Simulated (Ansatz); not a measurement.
# Lattice dynamics at Γ of AgCl (zincblende)

Perturbation theory with PBEsol in the PAW code Ansatz on the PBEsol cell, ground state and force constants on a 6×6×6 mesh. The calculation is spin-unpolarised, and the structure need not be a phase that has been made.

Space group F-43m (No. 216), cubic; a = 5.887 Å in the conventional setting, 25.50 Å³ an atom. Ag has 4 Cl at 2.55 Å; Cl has 4 Ag at 2.55 Å.

```yaml
crystal:
  lattice:
    - [0.00000, 2.94336, 2.94336]
    - [2.94336, 0.00000, 2.94336]
    - [2.94336, 2.94336, 0.00000]
  atoms:
    - { symbol: Ag, position: [0.00000, 0.00000, 0.00000] }
    - { symbol: Cl, position: [0.25000, 0.25000, 0.25000] }
```

Optical modes without the longitudinal term:

| ω (cm⁻¹) | degeneracy | IR intensity, summed over the level ((D/Å)²/amu) |
| --- | --- | --- |
| 142 | 3 | 3.95 |

The optical mode at Γ lies at 142 cm⁻¹ without the longitudinal term. With the long-range field the highest mode reaches 182 cm⁻¹. The program warns that the force constants, and all that is formed from them, aren't settled on this k mesh.

The clamped-ion dielectric constant comes out as 4.23 in all directions. With the ions relaxed, ε⁰ is 6.9 in all directions. Born charges, averaged over directions: Ag +1.23, Cl -1.23 e.

With one polar mode in a cubic crystal the Lyddane-Sachs-Teller relation applies: (ω_LO/ω_TO)² = (182.5/142.3)² = 1.643, and ε⁰/ε∞ = 6.945/4.227 = 1.643. The refractive index √ε∞ is 2.06.

For comparison, on the r2SCAN cell the mean ε∞ is 3.51 with r2SCAN (ground state on 6×6×6; least gap 1.65 eV in its run on 8×8×8 and the special points), 3.87 with PBE (ground state on 6×6×6; least gap 1.25 eV in its run on 8×8×8 and the special points).

Spin-orbit coupling is left out.
